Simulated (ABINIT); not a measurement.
# BN (F-43m) in ABINIT: settings compared

One crystal, BN, is run at these levels: PBE, HSE06; tasks: single point.

Program: ABINIT 10.8.3 (patched build). These are calculated values, not measurements. Logs are shortened: lines on timing, memory, paths and dates and some standing lists are left out, and cuts for length are marked. The log counts tension as positive stress, the text compression.

**Measured values to compare with.**

From a printed reference work, monograph, for a bulk crystal of BN at 300 K: band gap 6.4 eV (indirect).

How close the calculation comes is told below.

## Step 1: Starting point

It takes space group F-43m (No. 216, cubic). Conventional cell: a = 3.626 Å, b = 3.626 Å, c = 3.626 Å, α = 90.00°, β = 90.00°, γ = 90.00°. N (site symmetry -43m) has 4 B at 1.57 Å as nearest neighbours. B (site symmetry -43m) has 4 N at 1.57 Å as nearest neighbours.

The cell is a database's computed one.

## Step 2: Single point, PBE

Contents of run.abi:

```
pp_dirpath "./"
pseudos "N.upf, B.upf"

acell 3*1.0 Angstrom
rprim
     0.0000000000     1.8130010000     1.8130010000
     1.8130010000     0.0000000000     1.8130010000
     1.8130010000     1.8130010000     0.0000000000
ntypat 2
znucl 7 5
natom 2
typat 1 2
xred
     0.2500000000     0.2500000000     0.2500000000
     0.0000000000     0.0000000000     0.0000000000

ecut 35.0

kptopt 1
ngkpt 8 8 8
nshiftk 1
shiftk 0.0 0.0 0.0

ixc 11

nband 6
occopt 1

nstep 100
tolvrs 1.0e-10
diemac 6.0

iomode 3
prtwf 0
prtden 0
prteig 0
prtebands 0
```

Potentials or basis: PseudoDojo NC SR PBE v0.4.1 standard.

Launch:

```bash
mpirun --bind-to none -np 8 abinit run.abi > log 2>&1
```

run.abo:

```text
.Version 10.8.3 of ABINIT
 Symmetries : space group F-4 3 m (#216); Bravais cF (face-center cubic)
================================================================================
 Values of the parameters that define the memory need of the present run
     intxc =       0    ionmov =       0      iscf =       7    lmnmax =       4
     lnmax =       4     mgfft =      27  mpssoang =       2    mqgrid =    3001
     natom =       2  nloc_mem =       1    nspden =       1   nspinor =       1
    nsppol =       1      nsym =      24    n1xccc =    2501    ntypat =       2
    occopt =       1   xclevel =       2
       mpw =         817          nfft =       19683          nkpt =          29
================================================================================
================================================================================

--------------------------------------------------------------------------------
------------- Echo of variables that govern the present computation ------------
--------------------------------------------------------------------------------
 -outvars: echo values of preprocessed input variables --------
            acell      1.8897261259E+00  1.8897261259E+00  1.8897261259E+00 Bohr
              amu      1.40067400E+01  1.08110000E+01
           diemac      6.00000000E+00
             ecut      3.50000000E+01 Hartree
              ixc          11
         kptrlatt        8    0    0      0    8    0      0    0    8
          kptrlen      3.87616179E+01
            natom           2
            nband           6
            ngfft          27      27      27
             nkpt          29
            nstep         100
             nsym          24
           ntypat           2
           prtden           0
        prtebands           0
           prteig           0
            prtwf           0
            rprim      0.0000000000E+00  1.8130010000E+00  1.8130010000E+00
                       1.8130010000E+00  0.0000000000E+00  1.8130010000E+00
                       1.8130010000E+00  1.8130010000E+00  0.0000000000E+00
          spgroup         216
           tolvrs      1.00000000E-10
            typat      1  2
           xangst      9.0650050000E-01  9.0650050000E-01  9.0650050000E-01
                       0.0000000000E+00  0.0000000000E+00  0.0000000000E+00
            xcart      1.7130376780E+00  1.7130376780E+00  1.7130376780E+00
                       0.0000000000E+00  0.0000000000E+00  0.0000000000E+00
             xred      2.5000000000E-01  2.5000000000E-01  2.5000000000E-01
                       0.0000000000E+00  0.0000000000E+00  0.0000000000E+00
            znucl        7.00000    5.00000

================================================================================

 chkinp: Checking input parameters for consistency.

================================================================================
== DATASET  1 ==================================================================

--- !DatasetInfo
iteration_state: {dtset: 1, }
dimensions: {natom: 2, nkpt: 29, mband: 6, nsppol: 1, nspinor: 1, nspden: 1, mpw: 817, }
cutoff_energies: {ecut:  35.0, pawecutdg:  -1.0, }
electrons: {nelect:   8.00000000E+00, charge:   0.00000000E+00, occopt:   1.00000000E+00, tsmear:   1.00000000E-02, }
meta: {optdriver: 0, ionmov: 0, optcell: 0, iscf: 7, paral_kgb: 0, }
...

 Exchange-correlation functional for the present dataset will be:
  GGA: Perdew-Burke-Ernzerhof functional - ixc=11
  J.P.Perdew, K.Burke, M.Ernzerhof, PRL 77, 3865 (1996)

 Real(R)+Recip(G) space primitive vectors, cartesian coordinates (Bohr,Bohr^-1):
 R(1)=  0.0000000  3.4260754  3.4260754  G(1)= -0.1459396  0.1459396  0.1459396
 R(2)=  3.4260754  0.0000000  3.4260754  G(2)=  0.1459396 -0.1459396  0.1459396
 R(3)=  3.4260754  3.4260754  0.0000000  G(3)=  0.1459396  0.1459396 -0.1459396
 Unit cell volume ucvol=  8.0430493E+01 bohr^3
 Angles (23,13,12)=  6.00000000E+01  6.00000000E+01  6.00000000E+01 degrees

 getcut: wavevector=  0.0000  0.0000  0.0000  ngfft=  27  27  27
         ecut(hartree)=     35.000   => boxcut(ratio)=   2.01792

--- Pseudopotential description ------------------------------------------------
- pspini: atom type   1  psp file is ./N.upf
12 -101130 1 -1 1058                          pspcod,pspxc,lmax,lloc,mmax
     nproj     2     2

- pspini: atom type   2  psp file is ./B.upf
12 -101130 1 -1 1534                          pspcod,pspxc,lmax,lloc,mmax
     nproj     2     2

   6.87857989E+01                                ecore*ucvol(ha*bohr**3)
--------------------------------------------------------------------------------

================================================================================

--- !BeginCycle
iteration_state: {dtset: 1, }
solver: {iscf: 7, nstep: 100, nline: 4, wfoptalg: 0, }
tolerances: {tolvrs: 1.00E-10, }
...

     iter   Etot(hartree)      deltaE(h)  residm     vres2
 ETOT  1  -13.362225900188    -1.336E+01 7.719E-02 9.925E+01
 ETOT  2  -13.371212701769    -8.987E-03 1.422E-02 8.512E+01
 ETOT  3  -13.402292506215    -3.108E-02 6.197E-03 2.485E-01
 ETOT  4  -13.402396280187    -1.038E-04 4.357E-03 3.690E-03
 ETOT  5  -13.402397250861    -9.707E-07 1.043E-03 2.299E-05
 ETOT  6  -13.402397254267    -3.406E-09 8.652E-04 2.141E-07
 ETOT  7  -13.402397254306    -3.890E-11 5.627E-04 1.806E-09
 ETOT  8  -13.402397254306    -4.565E-13 8.627E-04 1.877E-12

 At SCF step    8       vres2   =  1.88E-12 < tolvrs=  1.00E-10 =>converged.

 Cartesian components of stress tensor (hartree/bohr^3)
  sigma(1 1)=  6.66116793E-05  sigma(3 2)=  0.00000000E+00
  sigma(2 2)=  6.66116793E-05  sigma(3 1)=  0.00000000E+00
  sigma(3 3)=  6.66116793E-05  sigma(2 1)=  0.00000000E+00

--- !ResultsGS
iteration_state: {dtset: 1, }
comment   : Summary of ground state results
lattice_vectors:
- [  0.0000000,   3.4260754,   3.4260754, ]
- [  3.4260754,   0.0000000,   3.4260754, ]
- [  3.4260754,   3.4260754,   0.0000000, ]
lattice_lengths: [   4.84520,    4.84520,    4.84520, ]
lattice_angles: [ 60.000,  60.000,  60.000, ] # degrees, (23, 13, 12)
lattice_volume:   8.0430493E+01
convergence: {deltae: -4.565E-13, res2:  1.877E-12, residm:  8.627E-04, diffor: null, }
etotal    :  -1.34023973E+01
entropy   :   0.00000000E+00
fermie    :   2.97791016E-01
cartesian_stress_tensor: # hartree/bohr^3
- [  6.66116793E-05,   0.00000000E+00,   0.00000000E+00, ]
- [  0.00000000E+00,   6.66116793E-05,   0.00000000E+00, ]
- [  0.00000000E+00,   0.00000000E+00,   6.66116793E-05, ]
pressure_GPa:  -1.9598E+00
xred      :
- [  2.5000E-01,   2.5000E-01,   2.5000E-01,  N]
- [  0.0000E+00,   0.0000E+00,   0.0000E+00,  B]
cartesian_forces: # hartree/bohr
- [ -4.91204393E-30,  -4.91204393E-30,   1.47361318E-29, ]
- [  4.91204393E-30,   4.91204393E-30,  -1.47361318E-29, ]
force_length_stats: {min:   1.62914067E-29, max:   1.62914067E-29, mean:   1.62914067E-29, }
...

 Integrated electronic density in atomic spheres:
 ------------------------------------------------
 Atom  Sphere_radius  Integrated_density
    1        2.00000          5.73645822
    2        2.00000          3.29697573
================================================================================

 ----iterations are completed or convergence reached----

 Mean square residual over all n,k,spin=   91.724E-07; max=  86.271E-05
 reduced coordinates (array xred) for    2 atoms
       0.250000000000      0.250000000000      0.250000000000
       0.000000000000      0.000000000000      0.000000000000
 rms dE/dt=  4.7600E-29; max dE/dt=  6.7316E-29; dE/dt below (all hartree)
    1       0.000000000000      0.000000000000      0.000000000000
    2       0.000000000000      0.000000000000     -0.000000000000

 cartesian coordinates (angstrom) at end:
    1      0.90650050000000     0.90650050000000     0.90650050000000
    2      0.00000000000000     0.00000000000000     0.00000000000000

 cartesian forces (hartree/bohr) at end:
    1     -0.00000000000000    -0.00000000000000     0.00000000000000
    2      0.00000000000000     0.00000000000000    -0.00000000000000
 frms,max,avg= 9.4058480E-30 1.4736132E-29   0.000E+00  0.000E+00  0.000E+00 h/b

 cartesian forces (eV/Angstrom) at end:
    1     -0.00000000000000    -0.00000000000000     0.00000000000000
    2      0.00000000000000     0.00000000000000    -0.00000000000000
 frms,max,avg= 4.8366815E-28 7.5776236E-28   0.000E+00  0.000E+00  0.000E+00 e/A
 length scales=  1.889726125908  1.889726125908  1.889726125908 bohr
              =  1.000000000000  1.000000000000  1.000000000000 angstroms
 Fermi (or HOMO) energy (hartree) =   0.29779   Average Vxc (hartree)=  -0.47282
 Eigenvalues (hartree) for nkpt=  29  k points:
 kpt#   1, nband=  6, wtk=  0.00195, kpt=  0.0000  0.0000  0.0000 (reduced coord)
  -0.44120    0.29779    0.29779    0.29779    0.62237    0.62237
 prteigrs : prtvol=0 or 1, do not print more k-points.

--- !EnergyTerms
iteration_state     : {dtset: 1, }
comment             : Components of total free energy in Hartree
kinetic             :  9.38535837839396E+00
hartree             :  1.80037460090251E+00
xc                  : -4.36506679199390E+00
Ewald energy        : -1.31304313918359E+01
psp_core            :  8.55220410293565E-01
local_psp           : -6.88617839186694E+00
non_local_psp       : -1.06167406819975E+00
total_energy        : -1.34023972543065E+01
total_energy_eV     : -3.64697808309009E+02
band_energy         :  8.28399968810311E-02
...

 Cartesian components of stress tensor (hartree/bohr^3)
  sigma(1 1)=  6.66116793E-05  sigma(3 2)=  0.00000000E+00
  sigma(2 2)=  6.66116793E-05  sigma(3 1)=  0.00000000E+00
  sigma(3 3)=  6.66116793E-05  sigma(2 1)=  0.00000000E+00

-Cartesian components of stress tensor (GPa)         [Pressure= -1.9598E+00 GPa]
- sigma(1 1)=  1.95978327E+00  sigma(3 2)=  0.00000000E+00
- sigma(2 2)=  1.95978327E+00  sigma(3 1)=  0.00000000E+00
- sigma(3 3)=  1.95978327E+00  sigma(2 1)=  0.00000000E+00

== END DATASET(S) ==============================================================
================================================================================

 -outvars: echo values of variables after computation  --------
            acell      1.8897261259E+00  1.8897261259E+00  1.8897261259E+00 Bohr
           etotal     -1.3402397254E+01
            fcart     -4.9120439267E-30 -4.9120439267E-30  1.4736131780E-29
                       4.9120439267E-30  4.9120439267E-30 -1.4736131780E-29
            rprim      0.0000000000E+00  1.8130010000E+00  1.8130010000E+00
                       1.8130010000E+00  0.0000000000E+00  1.8130010000E+00
                       1.8130010000E+00  1.8130010000E+00  0.0000000000E+00
           strten      6.6611679266E-05  6.6611679266E-05  6.6611679266E-05
                       0.0000000000E+00  0.0000000000E+00  0.0000000000E+00
           xangst      9.0650050000E-01  9.0650050000E-01  9.0650050000E-01
                       0.0000000000E+00  0.0000000000E+00  0.0000000000E+00
             xred      2.5000000000E-01  2.5000000000E-01  2.5000000000E-01
                       0.0000000000E+00  0.0000000000E+00  0.0000000000E+00
 Calculation completed.
```

It took 1.5 s on 8 MPI ranks of Arm Neoverse V2, shared host; peak memory 0.48 GiB.

What came out:

```yaml
Free_energy: -364.6978 eV
Pressure: -2.0 GPa
Band_gap_on_the_k_mesh: 4.52 eV, indirect (least direct gap 8.83 eV)
All_electrons_inside_the_program's_atomic_spheres: N 5.74; B 3.30
```

Levels at points of the mesh, in eV from the valence-band top:
```
           k point  band 2  band 3  band 4  band 5  band 6
(0.00, 0.00, 0.00)    0.00    0.00    0.00    8.83    8.83
(0.50, 0.00, 0.00)  -10.60   -1.93   -1.93   10.09   10.73
(0.50, 0.50, 0.00)   -8.85   -4.86   -4.86    4.52    9.29
```

## Step 3: Single point, HSE06

Edit run.abi of step 2 so:

```diff
@@ -23,3 +23,3 @@
 
-ixc 11
+ixc -428
 
@@ -28,5 +28,5 @@
 
-nstep 100
-tolvrs 1.0e-10
+nstep 60
 diemac 6.0
+toldfe 1.0e-7
```

Potentials or basis: PseudoDojo NC SR PBE v0.4.1 standard.

Launch:

```bash
mpirun --bind-to none -np 8 abinit run.abi > log 2>&1
```

run.abo:

```text
.Version 10.8.3 of ABINIT
 Symmetries : space group F-4 3 m (#216); Bravais cF (face-center cubic)
================================================================================
 Values of the parameters that define the memory need of the present run
     intxc =       0    ionmov =       0      iscf =       7    lmnmax =       4
     lnmax =       4     mgfft =      27  mpssoang =       2    mqgrid =    3001
     natom =       2  nloc_mem =       1    nspden =       1   nspinor =       1
    nsppol =       1      nsym =      24    n1xccc =    2501    ntypat =       2
    occopt =       1   xclevel =       2
       mpw =         821          nfft =       19683          nkpt =          29
================================================================================
================================================================================

--------------------------------------------------------------------------------
------------- Echo of variables that govern the present computation ------------
--------------------------------------------------------------------------------
 -outvars: echo values of preprocessed input variables --------
            acell      1.8897261259E+00  1.8897261259E+00  1.8897261259E+00 Bohr
              amu      1.40067400E+01  1.08110000E+01
           diemac      6.00000000E+00
             ecut      3.50000000E+01 Hartree
              ixc        -428
                       outvar_i_n : Printing only first  50 k-points.
         kptrlatt        8    0    0      0    8    0      0    0    8
          kptrlen      3.87616179E+01
            natom           2
            nband           6
          nbandhf           4
            ngfft          27      27      27
             nkpt          29
           nkpthf         512
            nstep          60
             nsym          24
           ntypat           2
           prtden           0
        prtebands           0
           prteig           0
            prtwf           0
            rprim      0.0000000000E+00  1.8130010000E+00  1.8130010000E+00
                       1.8130010000E+00  0.0000000000E+00  1.8130010000E+00
                       1.8130010000E+00  1.8130010000E+00  0.0000000000E+00
          spgroup         216
           toldfe      1.00000000E-07 Hartree
            typat      1  2
          usefock           1
           xangst      9.0650050000E-01  9.0650050000E-01  9.0650050000E-01
[... 119 lines left out ...]

 cartesian coordinates (angstrom) at end:
    1      0.90650050000000     0.90650050000000     0.90650050000000
    2      0.00000000000000     0.00000000000000     0.00000000000000

 cartesian forces (hartree/bohr) at end:
    1      0.00000000000000     0.00000000000000     0.00000000000000
    2      0.00000000000000     0.00000000000000     0.00000000000000
 frms,max,avg= 0.0000000E+00 0.0000000E+00   0.000E+00  0.000E+00  0.000E+00 h/b

 cartesian forces (eV/Angstrom) at end:
    1      0.00000000000000     0.00000000000000     0.00000000000000
    2      0.00000000000000     0.00000000000000     0.00000000000000
 frms,max,avg= 0.0000000E+00 0.0000000E+00   0.000E+00  0.000E+00  0.000E+00 e/A
 length scales=  1.889726125908  1.889726125908  1.889726125908 bohr
              =  1.000000000000  1.000000000000  1.000000000000 angstroms
 Fermi (or HOMO) energy (hartree) =   0.26774   Average Vxc (hartree)=  -0.38462
 Eigenvalues (hartree) for nkpt=  29  k points:
 kpt#   1, nband=  6, wtk=  0.00195, kpt=  0.0000  0.0000  0.0000 (reduced coord)
  -0.54065    0.26774    0.26774    0.26774    0.65498    0.65498
 prteigrs : prtvol=0 or 1, do not print more k-points.

--- !EnergyTerms
iteration_state     : {dtset: 1, }
comment             : Components of total free energy in Hartree
kinetic             :  9.34288957375838E+00
hartree             :  1.80694029964121E+00
xc                  : -3.63816052977319E+00
Ewald energy        : -1.31304313918359E+01
psp_core            :  8.55220410293565E-01
local_psp           : -6.86839088722282E+00
non_local_psp+x     : -1.76813351489274E+00
total_energy        : -1.34000660400315E+01
...

--- !EnergyTermsDC
iteration_state     : {dtset: 1, }
comment             : '"Double-counting" decomposition of free energy'
band_energy         : -3.70448005611661E-01
Ewald energy        : -1.31304313918359E+01
psp_core            :  8.55220410293565E-01
xc_dc               : -7.54487567271597E-01
total_energy_dc     : -1.34001465544256E+01
...

 Cartesian components of stress tensor (hartree/bohr^3)
  sigma(1 1)=  3.06250112E-04  sigma(3 2)=  0.00000000E+00
  sigma(2 2)=  3.06250112E-04  sigma(3 1)=  0.00000000E+00
  sigma(3 3)=  3.06250112E-04  sigma(2 1)=  0.00000000E+00

-Cartesian components of stress tensor (GPa)         [Pressure= -9.0102E+00 GPa]
- sigma(1 1)=  9.01018938E+00  sigma(3 2)=  0.00000000E+00
- sigma(2 2)=  9.01018938E+00  sigma(3 1)=  0.00000000E+00
- sigma(3 3)=  9.01018938E+00  sigma(2 1)=  0.00000000E+00

== END DATASET(S) ==============================================================
================================================================================

 -outvars: echo values of variables after computation  --------
            acell      1.8897261259E+00  1.8897261259E+00  1.8897261259E+00 Bohr
           etotal     -1.3400066040E+01
            fcart      0.0000000000E+00  0.0000000000E+00  0.0000000000E+00
                       0.0000000000E+00  0.0000000000E+00  0.0000000000E+00
            rprim      0.0000000000E+00  1.8130010000E+00  1.8130010000E+00
                       1.8130010000E+00  0.0000000000E+00  1.8130010000E+00
                       1.8130010000E+00  1.8130010000E+00  0.0000000000E+00
           strten      3.0625011222E-04  3.0625011222E-04  3.0625011222E-04
                       0.0000000000E+00  0.0000000000E+00  0.0000000000E+00
           xangst      9.0650050000E-01  9.0650050000E-01  9.0650050000E-01
                       0.0000000000E+00  0.0000000000E+00  0.0000000000E+00
             xred      2.5000000000E-01  2.5000000000E-01  2.5000000000E-01
                       0.0000000000E+00  0.0000000000E+00  0.0000000000E+00
 Calculation completed.
```

It took 17 min on 8 MPI ranks of Arm Neoverse V2, shared host; peak memory 0.72 GiB.

What came out:

| Item | Value |
| --- | --- |
| Free energy | -364.6344 eV |
| Pressure | -9.0 GPa |
| Band gap on the k mesh | 5.90 eV, indirect (least direct gap 10.54 eV) |
| All electrons inside the program's atomic spheres | N 5.76; B 3.29 |

Caveat: Libxc's HSE differs a little from that of other programs; the potentials were made for another functional, which shifts forces and pressure.

## Step 4: How close it comes

Step 2. Against the measured gap of BN, 6.4 eV (indirect; 300 K; a printed reference work, monograph), the calculated 4.52 eV is off by -1.88 eV. The value is that of PBE on a finite k mesh, which can miss the band edges, without temperature or zero-point motion. Semilocal functionals fall short of measured gaps as a rule. The cell is a database's relaxed one, not the measured one, which moves gaps too.

Step 3. Against the measured gap of BN, 6.4 eV (indirect; 300 K; a printed reference work, monograph), the calculated 5.90 eV is off by -0.50 eV. The value is that of HSE06 on a finite k mesh, which can miss the band edges, without temperature or zero-point motion. The cell is a database's relaxed one, not the measured one, which moves gaps too.
